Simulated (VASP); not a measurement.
# A VASP 6.6.1 single-point calculation on SrO

INCAR

```
LASPH = .TRUE.
SIGMA = 0.02
LCHARG = .FALSE.
ISMEAR = -1
LWAVE = .FALSE.
EDIFF = 1E-7
NELM = 51
NBANDS = 15
LREAL = .FALSE.
ENCUT = 520
NSW = 0
IBRION = -1
ISIF = 2
GGA = PE
PREC = Normal
```

KPOINTS

```
KPOINTS created by Atomic Simulation Environment
0
Gamma
8 8 8
0 0 0
```

POSCAR

```
Sr O
 1.0000000000000000
     0.0000000000000000    2.6443896353000000    2.6443896353000000
     2.6443896353000000    0.0000000000000000    2.6443896353000000
     2.6443896353000000    2.6443896353000000    0.0000000000000000
 Sr  O
   1   1
Cartesian
  0.0000000000000000  0.0000000000000000  0.0000000000000000
  2.6443896353000000  2.6443896353000000  2.6443896353000000
```

The recommended PBE PAW datasets give the neutral cell 16 valence electrons.

Command

```
mpirun -np 1 vasp_std
```

Question: Predict the outcome of this run.

Answer: It converged. Results: gap between bands v and c on the k mesh 3.30 eV; least direct gap on the k mesh 3.41 eV; pressure -3.6 GPa. Band v is the last that the valence electrons fill when counted band by band, and c is the next.

OSZICAR

```
N       E                     dE             d eps       ncg     rms          rms(c)
DAV:   1     0.711234709457E+02    0.71123E+02   -0.83984E+03   870   0.103E+03
DAV:   2    -0.106786612457E+02   -0.81802E+02   -0.75070E+02  1245   0.217E+02
DAV:   3    -0.141794349640E+02   -0.35008E+01   -0.34842E+01  1115   0.409E+01
DAV:   4    -0.142374527230E+02   -0.58018E-01   -0.58010E-01  1082   0.510E+00
DAV:   5    -0.142387671344E+02   -0.13144E-02   -0.13144E-02  1130   0.572E-01    0.142E+01
DAV:   6    -0.122172172128E+02    0.20215E+01   -0.70724E+00   891   0.189E+01    0.166E+01
DAV:   7    -0.120458753434E+02    0.17134E+00   -0.37206E-01   989   0.518E+00    0.959E+00
DAV:   8    -0.120347557302E+02    0.11120E-01   -0.12740E-01  1087   0.366E+00    0.380E-01
DAV:   9    -0.120351881991E+02   -0.43247E-03   -0.71693E-03  1033   0.568E-01    0.238E-01
DAV:  10    -0.120356434606E+02   -0.45526E-03   -0.46722E-04   968   0.214E-01    0.959E-02
DAV:  11    -0.120358301013E+02   -0.18664E-03   -0.21291E-04   926   0.106E-01    0.288E-02
DAV:  12    -0.120358526033E+02   -0.22502E-04   -0.30851E-05   926   0.376E-02    0.186E-02
DAV:  13    -0.120358516215E+02    0.98180E-06   -0.89525E-07  1038   0.989E-03    0.336E-03
DAV:  14    -0.120358512920E+02    0.32945E-06   -0.21614E-07  1072   0.344E-03    0.197E-03
DAV:  15    -0.120358513192E+02   -0.27138E-07   -0.11059E-08   561   0.964E-04
   1 F= -.12035851E+02 E0= -.12035851E+02  d E =-.107895E-12
```

For comparison, a separate PBE run of the intended cell, on usual settings and not on those above, gives a gap of 3.30 eV on its mesh and a pressure of -3.6 GPa.
